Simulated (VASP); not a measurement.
# Tl (P6_3/mmc) in VASP: a series of runs, part 2 of 2

VASP 6.6.1. Earlier steps stand in the parts before.

## (6) Single point, PBEsol

INCAR

```
PREC = Accurate ; ENCUT = 250
EDIFF = 1E-6 ; ISMEAR = 1
SIGMA = 0.1 ; LREAL = F
LASPH = T ; NELM = 100
ALGO = Normal ; ISIF = 2
LWAVE = F ; LCHARG = F
GGA = PS ; NBANDS = 20
ADDGRID = F
```

KPOINTS

```
Automatic mesh
0
Gamma
  12 12 6
```

POSCAR

```
Tl
1.0
    3.4560000000      0.0000000000      0.0000000000
   -1.7280000000      2.9929837955      0.0000000000
    0.0000000000      0.0000000000      5.5250000000
Tl
2
Direct
    0.6666666667      0.3333333333      0.7500000000
    0.3333333333      0.6666666667      0.2500000000
```

Potentials or basis: VASP PAW PBE potentials, release 64 (Tl_d).

Started as:

```bash
$ cat potpaw_PBE.64/Tl_d/POTCAR > POTCAR
$ mpirun -np 1 vasp_std > vasp.out
```

OUTCAR:

```text
PREC = Accurate
   ENCUT = 250
   EDIFF = 1E-6
   ISMEAR = 1
   LREAL = F
   LASPH = T
   NELM = 100
   ISIF = 2
   GGA = PS

 Found     76 irreducible k-points:

 Following reciprocal coordinates:
            Coordinates               Weight
  0.000000  0.000000  0.000000      1.000000
  0.083333  0.000000  0.000000      6.000000
  0.166667  0.000000  0.000000      6.000000
  0.250000  0.000000  0.000000      6.000000
  0.333333  0.000000  0.000000      6.000000
  0.416667  0.000000  0.000000      6.000000
   k-points           NKPTS =     76   k-points in BZ     NKDIM =     76   number of bands    NBANDS=     20
   number of dos      NEDOS =    301   number of ions     NIONS =      2
   total plane-waves  NPLWV =   9072
   dimension x,y,z NGX =    18 NGY =   18 NGZ =   28
   dimension x,y,z NGXF=    36 NGYF=   36 NGZF=   56
   ions per type =               2
   NGX,Y,Z   is equivalent  to a cutoff of   8.66,  8.66,  8.43 a.u.
   NGXF,Y,Z  is equivalent  to a cutoff of  17.32, 17.32, 16.85 a.u.
 SYSTEM =  unknown system
   PREC   = accura    normal or accurate (medium, high low for compatibility)
   ISTART =      0    job   : 0-new  1-cont  2-samecut
   ICHARG =      2    charge: 1-file 2-atom 10-const
   ISPIN  =      1    spin polarized calculation?
   LNONCOLLINEAR =      F non collinear calculations
   LSORBIT =      F    spin-orbit coupling
   LASPH  =      T    aspherical Exc in radial PAW
   ENCUT  =  250.0 eV  18.37 Ry    4.29 a.u.   4.46  4.46  7.12*2*pi/ulx,y,z
   NELM   =    100;   NELMIN=  2; NELMDL= -5     # of ELM steps
   EDIFF  = 0.1E-05   stopping-criterion for ELM
   LREAL  =      F    real-space projection
   EDIFFG = 0.1E-04   stopping-criterion for IOM
   NSW    =      0    number of steps for IOM
   IBRION =     -1    ionic relax: 0-MD 1-quasi-New 2-CG
   NFREE  =      0    steps in history (QN), initial steepest desc. (CG)
   ISIF   =      2    stress and relaxation
   ISYM   =      2    0-nonsym 1-usesym 2-fastsym
   POTIM  = 0.5000    time-step for ionic-motion
   TEBEG  =    0.0;   TEEND  =   0.0 temperature during run
   PSTRESS=    0.0 pullay stress
   NELECT =      26.0000    total number of electrons
   NUPDOWN=      -1.0000    fix difference up-down
   EMIN   =  10.00;   EMAX   =-10.00  energy-range for DOS
   EFERMI =   0.00;   METHOD = LEGACY
   ISMEAR =     1;   SIGMA  =   0.10  broadening in eV -4-tet -1-fermi 0-gaus
   EFERMI_NEDOS =   21; number of points for ismear=-14 and -15
   IALGO  =     38    algorithm
   IMIX   =      4    mixing-type and parameters
     AMIX     =   0.40;   BMIX     =  1.00
     AMIX_MAG =   1.60;   BMIX_MAG =  1.00
  volume/ion in A,a.u.               =      28.57       192.83
  Fermi-wavevector in a.u.,A,eV,Ry     =   1.259107  2.379366 21.569987  1.585349
  Thomas-Fermi vector in A             =   2.392683
   LORBIT       =      0    0 simple, 1 ext, 2 COOP (PROOUT), +10 PAW based schemes
   GGA     = PS    functional components
   LHFCALC =     F    Hartree Fock is set to
   AEXX    =    0.0000 exact exchange contribution
   IVDW    =     0    specifies the selected vdW correction
   LEPSILON=     F    determine dielectric tensor
   LRPA    =     F    only Hartree local field effects (RPA)
 non-spin polarized calculation
 Methfessel and Paxton  Order N= 1 SIGMA  =   0.10
  energy-cutoff  :      250.00
  volume of cell :       57.15
 maximum number of plane-waves:       537
 NGX is ok and might be reduce to    18
   NGX =  9   NGY =  9   NGZ = 15

 number of electron      25.9999938 magnetization

 Free energy of the ion-electron system (eV)
  ---------------------------------------------------
  ext. energy  EPLUGINS =         0.00000000
  ---------------------------------------------------
  free energy    TOTEN  =        -5.28255157 eV

  energy without entropy =       -5.28317278  energy(sigma->0) =       -5.28275864

 E-fermi :   6.3493     XC(G=0): -10.3690

 val. band max:        6.2871602957   @ k =   0.3333   0.1667   0.3333
 cond. band min:       6.3914867230   @ k =   0.2500   0.1667   0.0000
 fundamental gap:      0.1043264273
 Fermi energy:         6.3492536885

 k-point     1 :       0.0000    0.0000    0.0000
  band No.  band energies     occupation
      1      -5.3314      2.00000
      2      -5.0924      2.00000
      3      -5.0774      2.00000
      4      -5.0774      2.00000
      5      -5.0232      2.00000
      6      -5.0232      2.00000
[... 12 lines left out ...]
     19      17.2084      0.00000
     20      17.3046      0.00000

 k-point     2 :       0.0833    0.0000    0.0000
  band No.  band energies     occupation
      1      -5.3073      2.00000
      2      -5.1250      2.00000
      3      -5.0473      2.00000
      4      -5.0393      2.00000
      5      -5.0240      2.00000
      6      -4.9951      2.00000
[... 12 lines left out ...]
     19      17.3036      0.00000
     20      17.8651      0.00000

 k-point     3 :       0.1667    0.0000    0.0000
  band No.  band energies     occupation
      1      -5.2823      2.00000
      2      -5.1375      2.00000
      3      -5.0431      2.00000
      4      -5.0249      2.00000
      5      -5.0042      2.00000
      6      -4.9644      2.00000
[... 12 lines left out ...]
     19      16.7505      0.00000
     20      18.2303      0.00000

 k-point     4 :       0.2500    0.0000    0.0000
  band No.  band energies     occupation
      1      -5.3255      2.00000
      2      -5.1329      2.00000
      3      -5.1077      2.00000
      4      -5.0483      2.00000
      5      -5.0182      2.00000
      6      -4.8679      2.00000
[... 12 lines left out ...]
     19      16.0544      0.00000
     20      17.3784      0.00000

 k-point     5 :       0.3333    0.0000    0.0000
  band No.  band energies     occupation
      1      -5.3875      2.00000
      2      -5.1992      2.00000
      3      -5.1724      2.00000
      4      -5.0889      2.00000
      5      -4.9513      2.00000
      6      -4.8529      2.00000
[... 12 lines left out ...]
     19      15.3031      0.00000
     20      16.7123      0.00000

 k-point     6 :       0.4167    0.0000    0.0000
  band No.  band energies     occupation
      1      -5.4343      2.00000
      2      -5.2684      2.00000
      3      -5.2086      2.00000
      4      -5.1170      2.00000
      5      -4.9034      2.00000
      6      -4.8892      2.00000
[... 12 lines left out ...]
     19      14.7840      0.00000
     20      16.3070      0.00000

 [... further k-points ...]
[... 5 lines left out ...]
  --------------------------------------------------------------------------------------
  -------------------------------------------------------------------------------------
  Total        0.0114622      0.0114622     -0.2811144      0.0000000      0.0000000      0.0000000
  in kB        0.3213426      0.3213426     -7.8810366      0.0000000      0.0000000      0.0000000
  external PRESSURE =      -2.4127838 kB  Pullay stress =       0.0000000 kB

 VOLUME and BASIS-vectors are now :
 -----------------------------------------------------------------------------
  energy-cutoff  :      250.00
  volume of cell :       57.15
      direct lattice vectors                 reciprocal lattice vectors
     3.456000000  0.000000000  0.000000000     0.289351852  0.167057370  0.000000000
    -1.728000000  2.992983795  0.000000000     0.000000000  0.334114739  0.000000000
     0.000000000  0.000000000  5.525000000     0.000000000  0.000000000  0.180995475

 POSITION                                       TOTAL-FORCE (eV/Angst)
 -----------------------------------------------------------------------------------
      1.72800      0.99766      4.14375        -0.000000      0.000000      0.000000
     -0.00000      1.99532      1.38125         0.000000     -0.000000      0.000000
 -----------------------------------------------------------------------------------
    total drift:                               -0.000000      0.000000     -0.000000

  FREE ENERGIE OF THE ION-ELECTRON SYSTEM (eV)
  ---------------------------------------------------
  free  energy   TOTEN  =        -5.2825515728 eV

  energy  without entropy=       -5.2831727774  energy(sigma->0) =       -5.28275864
```

stdout:

```text
POSCAR found type information on POSCAR Tl
 POSCAR found :  1 types and       2 ions
 scaLAPACK will be used
 -----------------------------------------------------------------------------
|                                                                             |
|                                                                             |
|     You enforced a specific xc type in the INCAR file but a different       |
|     I HOPE YOU KNOW WHAT YOU ARE DOING!                                     |
|                                                                             |
 -----------------------------------------------------------------------------

 LDA part: xc-table for (Slater+PW92), standard interpolation
 POSCAR, INCAR and KPOINTS ok, starting setup
 FFT: planning ... GRIDC
 FFT: planning ... GRID_SOFT
 FFT: planning ... GRID
 WAVECAR not read
 entering main loop
```

It took 12 s on 1 thread of Intel Xeon Platinum 8488C (Sapphire Rapids), shared host; peak memory 0.13 GiB.

The run converged, but some of its settings lie outside the range that counts as converged, so its numbers aren't taken as properties of the crystal.

Results:

| Property | Result |
| --- | --- |
| Free energy | -5.2826 eV |
| Band gap on the k mesh | none (metal or under the smearing width) |

Caveat: the cutoff is under 1.25 times the usual one of these potentials, so pressure, stress and relaxed cells hold a basis-set (Pulay) error; the PAW data sets were made with another functional, which shifts forces and pressure a little.
